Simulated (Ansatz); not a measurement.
# TiN: starts and ends of a spin-polarised SCF, part 2 of 2

How much does the result for TiN depend on the starting moments? The same cell is run from several starts. The cell (4 atoms) is TiN in its deposited structure (space group Fm-3m, primitive cell doubled). Source: COD entry 1011099; the sample's temperature and pressure aren't taken into account.

Ansatz 0.2.0; DFT PBE, PAW, plane waves, scalar-relativistic.

**4. No spin polarisation**

input.yaml

```yaml
crystal:
  lattice:
    - [0.0, 4.244, 4.244]
    - [2.122, 0.0, 2.122]
    - [2.122, 2.122, 0.0]
  atoms:
    - { symbol: Ti, position: [0.0, 0.0, 0.0] }
    - { symbol: Ti, position: [0.5, 0.0, 0.0] }
    - { symbol: "N", position: [0.25, 0.5, 0.5] }
    - { symbol: "N", position: [0.75, 0.5, 0.5] }
hamiltonian:
  xc: pbe
  pseudopotentials: { kind: paw }
basis:
  ecutwfc: 420
kpoints:
  mp_grid: { grid: [5, 9, 9] }
scf:
  occupations: { method: fermi_dirac, width: 0.05 }
  lower_state_search: "off"
output:
  forces: true
  stress: true
```

On the command line:

```
$ ansatz run input.yaml --threads 2 --pin off --max-ram 5120MiB --backend cpu --events-out ev --progress --plain --runs-dir out
```

What it wrote:

```text
[... 12 lines as in an earlier run ...]
Bands: 21, of which v1, the nominal top of the filled ones, is band 17 counted from 1 (16 counted from 0)
[... 7 lines as in an earlier run ...]
Initial density: superposition of atomic densities (neutral atoms: chi_scale 0, normalization atom), corrected by the library's trained network
[... 2 lines as in an earlier run ...]
SCF iter   1: F=—  HF=-5774.227248 eV  |F-HF|=—  |Δ(HF+E_count)|=         —  Δρ=1.74e-3  dr2=7.05e-4  ethr=1.77e-3  ⟨swp⟩=4.5  Hψ=10049  notcnv=0
preconditioner: auto → Kerker (q_TF=auto, 2.676 Å⁻¹)  [metal: Δε(μ)=0.039 eV  Ē_g=8.386 eV  σ=0.050 eV  W_gap=0.19  n_scr=16 (ndim 8)  ℏωp=25.5 eV  f_vac=0.000  D(μ)=1.52/eV (n_scr^D=16)]
SCF iter   2: F=—  HF=-5774.226921 eV  |F-HF|=—  |Δ(HF+E_count)|=   3.27e-4  Δρ=7.45e-4  dr2=7.17e-5  ethr=2.07e-6  ⟨swp⟩=2.0  Hψ=3954  notcnv=0
SCF iter   3: F=—  HF=-5774.227024 eV  |F-HF|=—  |Δ(HF+E_count)|=   1.03e-4  Δρ=2.26e-4  dr2=6.19e-6  ethr=2.11e-7  ⟨swp⟩=2.5  Hψ=3729  notcnv=0
SCF iter   4: F=—  HF=-5774.227033 eV  |F-HF|=—  |Δ(HF+E_count)|=   9.21e-6  Δρ=3.06e-5  dr2=2.56e-7  ethr=1.82e-8  ⟨swp⟩=2.5  Hψ=3737  notcnv=0
iter 5 did not close the SCF: its close was put off for the readings that it lacked (scf_convergence_deferred on its scf_iter line)
SCF iter   5: F=-5774.227033 eV  HF=-5774.227033 eV  |F-HF|=9.28e-11  |Δ(HF+E_count)|=   1.10e-7  Δρ=5.32e-6  dr2=8.50e-9  ethr=7.53e-10  ⟨swp⟩=2.1  Hψ=3289  notcnv=0
SCF iter   6: F=-5774.227033 eV  HF=-5774.227033 eV  |F-HF|=9.09e-12  |Δ(HF+E_count)|=   1.20e-9  Δρ=1.06e-6  dr2=2.87e-10  ethr=2.50e-11  ⟨swp⟩=1.9  Hψ=7263  notcnv=0
SCF 1 converged in 6 iterations: F = -5774.227033 eV  dr2 = 2.87e-10
SCF converged after 6 iterations
Free energy (F): -5774.227033 eV
Harris-Foulkes:  -5774.227033 eV  (|F-HF|=9.09e-12)
Internal energy: -5774.214299 eV  (E = F + TS)
E sigma→0 (E₀):  -5774.220666 eV
Entropy (-TS):   -0.012735 eV (-3.184 meV/atom)
Fermi energy:    17.107962 eV
[... 26 lines left out: energy terms, forces, stress ...]
```

Run time: 2.4 s. Hardware: 2 threads of Intel Xeon Platinum 8259CL at 2.50GHz (Skylake/Cascade Lake), shared host; peak memory 0.41 GiB.

This is the state of step 2 again (non-magnetic), after 6 iterations.

**5. Spin on, no moments given (the program may seed its own), plain SCF**

Changes to input.yaml since step 4:

```diff
@@ -23 +23,3 @@
   stress: true
+magnetization:
+  spin_polarized: true
```

On the command line:

```
$ ansatz run input.yaml --threads 2 --pin off --max-ram 5120MiB --backend cpu --events-out ev --progress --plain --runs-dir out
```

What it wrote:

```text
[... 1 line as in an earlier run ...]
band count auto-derived: 23 (N_el = 34.0; filled up to band 17; 21 by the electrons, moments and atoms)
[... 11 lines as in an earlier run ...]
Bands: 23, of which v1, the nominal top of the filled ones, is band 17 counted from 1 (16 counted from 0)
[... 10 lines as in an earlier run ...]
SCF iter   1: F=—  HF=-5774.736129 eV  |F-HF|=—  |Δ(HF+E_count)|=         —  Δρ=3.82e-2 (↑3.82e-2 ↓3.82e-2)  dr2=2.81e0  dr2_m=0.00e0  M=0.000 μB ∫|m|=0.000 μB  β_m=0.30  ethr=3.10e-3  ⟨swp⟩=4.4  Hψ=9579  notcnv=0
preconditioner: auto → Kerker (q_TF=auto, 2.676 Å⁻¹)  [metal: Δε(μ)=0.037 eV  Ē_g=9.482 eV  σ=0.050 eV  W_gap=0.18  n_scr=16 (ndim 8)  ℏωp=25.5 eV  f_vac=0.000  D(μ)=1.80/eV (n_scr^D=16)]
[... 1 line as in an earlier run ...]
SCF iter   2: F=—  HF=-5773.088740 eV  |F-HF|=—  |Δ(HF+E_count)|=    1.65e0  Δρ=4.74e-2 (↑4.41e-2 ↓4.74e-2)  dr2=4.23e-1  dr2_m=6.33e-1  M=1.886 μB ∫|m|=1.886 μB  ethr=3.10e-3  ⟨swp⟩=2.2  Hψ=4348  notcnv=0  defer=73
Mixer restart at iter 2: flushing history
SCF iter   3: F=—  HF=-5774.090045 eV  |F-HF|=—  |Δ(HF+E_count)|=         —  Δρ=3.63e-2 (↑3.63e-2 ↓3.10e-2)  dr2=5.47e-1  dr2_m=2.82e-1  M=0.551 μB ∫|m|=0.564 μB  β_m=0.30  ethr=1.24e-3  ⟨swp⟩=4.4  Hψ=12302  notcnv=0  defer=176
SCF iter   4: F=—  HF=-5774.100022 eV  |F-HF|=—  |Δ(HF+E_count)|=   9.98e-3  Δρ=2.67e-2 (↑2.67e-2 ↓2.44e-2)  dr2=1.64e-1  dr2_m=1.75e-1  M=0.449 μB ∫|m|=0.471 μB  β_m=0.61  ethr=1.24e-3  ⟨swp⟩=2.0  Hψ=8172  notcnv=0  defer=139
SCF iter   5: F=—  HF=-5774.210334 eV  |F-HF|=—  |Δ(HF+E_count)|=   1.10e-1  Δρ=1.14e-2 (↑1.14e-2 ↓7.92e-3)  dr2=4.03e-2  dr2_m=2.56e-2  M=0.168 μB ∫|m|=0.201 μB  β_m=0.66  ethr=4.81e-4  ⟨swp⟩=2.1  Hψ=6440  notcnv=0  defer=130
[... 4 lines left out ...]
SCF iter   9: F=—  HF=-5774.227033 eV  |F-HF|=—  |Δ(HF+E_count)|=   8.99e-7  Δρ=4.07e-5 (↑4.07e-5 ↓4.07e-5)  dr2=1.79e-6  dr2_m=0.00e0  M=0.000 μB ∫|m|=0.000 μB  β_m=0.83  ethr=1.18e-8  ⟨swp⟩=2.8  Hψ=4697  notcnv=0  defer=11
SCF iter  10: F=—  HF=-5774.227033 eV  |F-HF|=—  |Δ(HF+E_count)|=   5.25e-8  Δρ=1.37e-5 (↑1.37e-5 ↓1.37e-5)  dr2=2.85e-7  dr2_m=0.00e0  M=0.000 μB ∫|m|=0.000 μB  β_m=0.78  ethr=5.26e-9  ⟨swp⟩=2.0  Hψ=3624  notcnv=0  defer=11
SCF iter  11: F=-5774.227033 eV  HF=-5774.227033 eV  |F-HF|=3.94e-9  |Δ(HF+E_count)|=   6.74e-9  Δρ=3.25e-6 (↑3.25e-6 ↓3.25e-6)  dr2=1.38e-8  dr2_m=0.00e0  M=0.000 μB ∫|m|=0.000 μB  ethr=2.94e-10  ⟨swp⟩=3.6  Hψ=6631  notcnv=0
SCF 1 converged in 11 iterations: F = -5774.227033 eV  dr2 = 1.38e-8
this state was not tested for a lower state beside it, because too few of the mixer's solves of this state at the end of the SCF gave a reading for the test (the SCF was short, the solves that were read can be of a state that the SCF has left, the mixer's history had been emptied shortly before, the bands' solves  [...]
SCF converged after 11 iterations
Magnetization: 0.0000 μB (17.0000 up, 17.0000 down)
Absolute magnetization: 0.0000 μB (∫|ρ↑−ρ↓|)
Spin contamination: 0.0000 ħ² per cell (⟨S²⟩ above its minimum at these occupations)
Per-site moments (μB) at R_I (Å): [(0.0, 0.875325), (0.0, 0.875325), (0.0, 0.875325), (0.0, 0.875325)]
Free energy (F): -5774.227033 eV
Harris-Foulkes:  -5774.227033 eV  (|F-HF|=3.94e-9)
Internal energy: -5774.214298 eV  (E = F + TS)
E sigma→0 (E₀):  -5774.220666 eV
Entropy (-TS):   -0.012735 eV (-3.184 meV/atom)
Fermi energy:    17.107933 eV
[... 26 lines left out: energy terms, forces, stress ...]
```

It took 5.2 s on 2 threads of Intel Xeon Platinum 8259CL at 2.50GHz (Skylake/Cascade Lake), shared host; peak memory 0.5 GiB.

This is the state of step 2 again (non-magnetic), after 11 iterations.

**6. Parallel moments scaled by 1.5, plain SCF**

Changes to input.yaml since step 5:

```diff
@@ -6,6 +6,8 @@
   atoms:
-    - { symbol: Ti, position: [0.0, 0.0, 0.0] }
-    - { symbol: Ti, position: [0.5, 0.0, 0.0] }
+    - { symbol: Ti, position: [0.0, 0.0, 0.0], spin: 1.5 }
+    - { symbol: Ti, position: [0.5, 0.0, 0.0], spin: 1.5 }
     - { symbol: "N", position: [0.25, 0.5, 0.5] }
     - { symbol: "N", position: [0.75, 0.5, 0.5] }
+magnetization:
+  spin_polarized: true
 hamiltonian:
@@ -23,3 +25 @@
   stress: true
-magnetization:
-  spin_polarized: true
```

On the command line:

```
$ ansatz run input.yaml --threads 2 --pin off --max-ram 5120MiB --backend cpu --events-out ev --progress --plain --runs-dir out
```

What it wrote:

```text
[... 21 lines as in an earlier run ...]
Starting moments: Σ|m| = 3 μB on 2 of 4 sites
[... 2 lines as in an earlier run ...]
SCF iter   1: F=—  HF=-5774.024440 eV  |F-HF|=—  |Δ(HF+E_count)|=         —  Δρ=9.69e-2 (↑9.69e-2 ↓6.98e-2)  dr2=2.78e0  dr2_m=1.99e0  M=0.703 μB ∫|m|=0.890 μB  β_m=0.30  ethr=3.10e-3  ⟨swp⟩=4.5  Hψ=19953  notcnv=0
preconditioner: auto → Kerker (q_TF=auto, 2.676 Å⁻¹)  [metal: Δε(μ)=0.012 eV  Ē_g=9.531 eV  σ=0.050 eV  W_gap=0.06  n_scr=16 (ndim 8)  ℏωp=25.5 eV  f_vac=0.000  D(μ)=1.59/eV (n_scr^D=16)]
[... 1 line as in an earlier run ...]
SCF iter   2: F=—  HF=-5773.875594 eV  |F-HF|=—  |Δ(HF+E_count)|=   1.49e-1  Δρ=6.21e-2 (↑6.21e-2 ↓5.38e-2)  dr2=5.36e-1  dr2_m=1.07e0  M=0.611 μB ∫|m|=0.796 μB  β_m=0.30  ethr=3.10e-3  ⟨swp⟩=2.4  Hψ=9020  notcnv=0  defer=147
SCF iter   3: F=—  HF=-5773.972450 eV  |F-HF|=—  |Δ(HF+E_count)|=   9.69e-2  Δρ=4.48e-2 (↑4.09e-2 ↓4.48e-2)  dr2=7.72e-2  dr2_m=6.01e-1  M=0.513 μB ∫|m|=0.690 μB  β_m=0.30  ethr=1.58e-3  ⟨swp⟩=2.0  Hψ=8077  notcnv=0  defer=147
SCF iter   4: F=—  HF=-5774.074466 eV  |F-HF|=—  |Δ(HF+E_count)|=   1.02e-1  Δρ=3.40e-2 (↑3.40e-2 ↓3.10e-2)  dr2=1.10e-2  dr2_m=3.68e-1  M=0.413 μB ∫|m|=0.563 μB  β_m=0.30  ethr=2.27e-4  ⟨swp⟩=3.1  Hψ=10552  notcnv=0  defer=126
SCF iter   5: F=—  HF=-5774.129518 eV  |F-HF|=—  |Δ(HF+E_count)|=   5.51e-2  Δρ=2.54e-2 (↑2.54e-2 ↓2.52e-2)  dr2=5.49e-4  dr2_m=2.25e-1  M=0.330 μB ∫|m|=0.462 μB  β_m=0.30  ethr=3.23e-5  ⟨swp⟩=2.5  Hψ=8513  notcnv=0  defer=127
SCF iter   6: F=—  HF=-5774.164942 eV  |F-HF|=—  |Δ(HF+E_count)|=   3.54e-2  Δρ=1.99e-2 (↑1.99e-2 ↓1.98e-2)  dr2=3.22e-4  dr2_m=1.38e-1  M=0.266 μB ∫|m|=0.378 μB  β_m=0.30  ethr=1.62e-6  ⟨swp⟩=2.5  Hψ=10912  notcnv=0  defer=127
SCF iter   7: F=—  HF=-5774.187098 eV  |F-HF|=—  |Δ(HF+E_count)|=   2.22e-2  Δρ=1.58e-2 (↑1.55e-2 ↓1.58e-2)  dr2=9.04e-5  dr2_m=8.55e-2  M=0.214 μB ∫|m|=0.310 μB  β_m=0.30  ethr=9.46e-7  ⟨swp⟩=2.0  Hψ=8915  notcnv=0  defer=127
Mixer restart at iter 7: flushing history
spin-set hold released at iteration 7 (site moments contracting): the magnetisation degrees of freedom join the quasi-Newton model from the next iteration; the mixer history was flushed
SCF iter   8: F=—  HF=-5774.201140 eV  |F-HF|=—  |Δ(HF+E_count)|=   1.40e-2  Δρ=1.23e-2 (↑1.23e-2 ↓1.23e-2)  dr2=1.44e-5  dr2_m=5.34e-2  M=0.172 μB ∫|m|=0.254 μB  β_m=0.58  ethr=2.66e-7  ⟨swp⟩=2.1  Hψ=9138  notcnv=0  defer=128
SCF iter   9: F=—  HF=-5774.226094 eV  |F-HF|=—  |Δ(HF+E_count)|=   2.50e-2  Δρ=1.97e-3 (↑1.37e-3 ↓1.97e-3)  dr2=2.15e-4  dr2_m=9.61e-4  M=0.031 μB ∫|m|=0.056 μB  β_m=0.72  ethr=4.22e-8  ⟨swp⟩=4.2  Hψ=14896  notcnv=0  defer=128
SCF iter  10: F=—  HF=-5774.226936 eV  |F-HF|=—  |Δ(HF+E_count)|=   8.42e-4  Δρ=6.90e-4 (↑6.90e-4 ↓3.15e-4)  dr2=1.06e-4  dr2_m=7.70e-5  M=0.008 μB ∫|m|=0.018 μB  β_m=0.79  ethr=4.22e-8  ⟨swp⟩=2.6  Hψ=10608  notcnv=0  defer=109
SCF iter  11: F=—  HF=-5774.227018 eV  |F-HF|=—  |Δ(HF+E_count)|=   8.22e-5  Δρ=3.18e-4 (↑1.27e-4 ↓3.18e-4)  dr2=2.26e-5  dr2_m=1.54e-5  M=0.004 μB ∫|m|=0.008 μB  β_m=0.87  ethr=4.22e-8  ⟨swp⟩=2.3  Hψ=9443  notcnv=0  defer=109
SCF iter  12: F=—  HF=-5774.227032 eV  |F-HF|=—  |Δ(HF+E_count)|=   1.40e-5  Δρ=7.04e-5 (↑3.41e-5 ↓7.04e-5)  dr2=7.35e-7  dr2_m=9.02e-7  M=0.001 μB ∫|m|=0.002 μB  β_m=0.94  ethr=4.22e-8  ⟨swp⟩=2.3  Hψ=8497  notcnv=0  defer=109
iter 13 did not close the SCF: its close was put off for a magnetic moment that had not settled (scf_convergence_deferred on its scf_iter line)
SCF iter  13: F=-5774.227033 eV  HF=-5774.227033 eV  |F-HF|=2.20e-9  |Δ(HF+E_count)|=   1.05e-6  Δρ=7.56e-6 (↑3.93e-6 ↓7.56e-6)  dr2=6.13e-9  dr2_m=1.12e-8  M=0.000 μB ∫|m|=0.000 μB  β_m=0.97  ethr=2.94e-10  ⟨swp⟩=2.4  Hψ=19532  notcnv=0
iter 14 did not close the SCF: its close was put off for a magnetic moment that had not settled (scf_convergence_deferred on its scf_iter line)
SCF iter  14: F=-5774.227033 eV  HF=-5774.227033 eV  |F-HF|=1.77e-10  |Δ(HF+E_count)|=   9.94e-9  Δρ=6.45e-7 (↑6.45e-7 ↓6.08e-7)  dr2=2.20e-10  dr2_m=7.25e-11  M=-0.000 μB ∫|m|=0.000 μB  β_m=0.93  ethr=1.80e-11  ⟨swp⟩=1.0  Hψ=15148  notcnv=0
SCF iter  15: F=-5774.227033 eV  HF=-5774.227033 eV  |F-HF|=9.09e-13  |Δ(HF+E_count)|=  1.46e-11  Δρ=8.85e-8 (↑8.51e-8 ↓8.85e-8)  dr2=7.18e-12  dr2_m=1.24e-12  M=-0.000 μB ∫|m|=0.000 μB  ethr=1.00e-12  ⟨swp⟩=1.0  Hψ=14835  notcnv=0
WARN: the starting moments were not kept: the SCF closed with an absolute magnetisation of 1.5e-6 μB, where they sum to 3 μB in size (2 sites). That is at most 0.1 of that sum. Measured as dr2_m measures the in/out step, that magnetisation stands 2.8e-13 eV from none, at or under the dr2_threshold of 1.0e-7 eV: it is no larger than a step whose dr2_m would equal this threshold. The system may hold no moment; this SCF shows only that its start led to no more than that. To try another start: raise the starting moments (crystal.atoms[].spin, magnetization.per_species, magnetization.initial_magnetization, or on a non-collinear deck that types none of these the spinor_matrix: blocks that start its atoms; where the total moment is fixed, keep their sum and leave initial_magnetization as it is; typed ones take the place of any that the run laid by itself, positive ones on a crystal's lanthanoids without a Hubbard term where scf.initial_density.shell_occupations: [] is typed) or, if the notice of its spin-set hold's release reads "site moments contracting" or "site moments show no strong build", lengthen the hold (scf.mixing.spin_hold: { on: { confirm: 4 } }; for m-r²SCAN on two components see the key's manual first). Each may lead to a state that holds a moment. A second SCF, from the converged charge density, with the starting moments and any scf.initial_density.shell_occupations laid on it anew, would have followed, and was not run: the deck does not ask for one (magnetization.retry_lost_moments is false, the default). To let it run, set magnetization.retry_lost_moments: true and run the deck again, where that key's refused combinations let it; where memory then withholds it, that run's warning says so.
SCF 1 converged in 15 iterations: F = -5774.227033 eV  dr2 = 7.18e-12
SCF converged after 15 iterations
Magnetization: -0.0000 μB (17.0000 up, 17.0000 down)
Absolute magnetization: 0.0000 μB (∫|ρ↑−ρ↓|, with the PAW one-centre terms)
Spin contamination: 0.0000 ħ² per cell (⟨S²⟩ above its minimum at these occupations)
Per-site moments (μB) at R_I (Å): [(-2.1163388753974214e-7, 0.875325), (-2.1163388755531391e-7, 0.875325), (1.9469837054635305e-8, 0.875325), (1.9469837059386138e-8, 0.875325)]
Free energy (F): -5774.227033 eV
Harris-Foulkes:  -5774.227033 eV  (|F-HF|=9.09e-13)
Internal energy: -5774.214298 eV  (E = F + TS)
E sigma→0 (E₀):  -5774.220666 eV
Entropy (-TS):   -0.012735 eV (-3.184 meV/atom)
Fermi energy:    17.107965 eV
[... 26 lines left out: energy terms, forces, stress ...]
```

Run time: 9.6 s. Hardware: 2 threads of Intel Xeon Platinum 8259CL at 2.50GHz (Skylake/Cascade Lake), shared host; peak memory 0.49 GiB.

The run ends in the same state as step 2 (non-magnetic); it took 15 iterations.

**7. Comparing the starts**

```csv
step,iterations,state,moments of Ti1 Ti2 (μB),total (μB),gap (eV),pressure (GPa),above lowest (meV/atom)
2,14,1,0.00 0.00,0.00,none,0.6,0.0
3,17,1,0.00 0.00,0.00,none,0.6,0.0
4,6,1,0.00 0.00,0.00,none,0.6,0.0
5,11,1,0.00 0.00,0.00,none,0.6,0.0
6,15,1,0.00 0.00,0.00,none,0.6,0.0
```

States are numbered from the lowest. Starts by step: 2 parallel moments, plain SCF; 3 opposed moments +-, plain SCF; 4 no spin polarisation; 5 spin on, no moments given (the program may seed its own), plain SCF; 6 parallel moments scaled by 1.5, plain SCF.

The 5 runs of this session took 44 s in all, from 2.4 s to 14 s each.

Decimal logarithm of the largest residual (eV) by iteration, counted through all cycles of a run:

```csv
iteration,step 2,step 3,step 4,step 5,step 6
1,0.5,0.4,-3.2,0.4,0.4
2,-0.3,-0.3,-4.1,-0.2,0.0
3,-0.6,-0.6,-5.2,-0.3,-0.2
4,-0.8,-0.8,-6.6,-0.8,-0.4
5,-1.0,-1.0,-8.1,-1.4,-0.6
7,-1.4,-1.4,-,-4.7,-1.1
8,-1.6,-1.6,-,-5.4,-1.3
10,-4.3,-2.9,-,-6.5,-4.0
11,-5.1,-4.5,-,-7.9,-4.6
13,-8.6,-6.8,-,-,-8.0
14,-10.7,-6.3,-,-,-9.7
16,-,-10.1,-,-,-
17,-,-11.4,-,-,-
```

**8. Results**

What follows sums up all 2 parts.

| quantity | value |
| --- | --- |
| distinct states | 1 from 5 converged runs |
| lowest state | non-magnetic |
| total moment | 0.00 μB per cell |
| gap on the k-mesh | none |
| pressure | 0.6 GPa |
| largest force | 0.000 eV/Å |

**Reading.** Distinct end states: 1, from 5 converged runs. Spin polarisation gains nothing here: every starting moment dies out. These are lowest states among those tried, not proven ground states. The mesh has less symmetry than the lattice, which lowers the symmetry of the run.
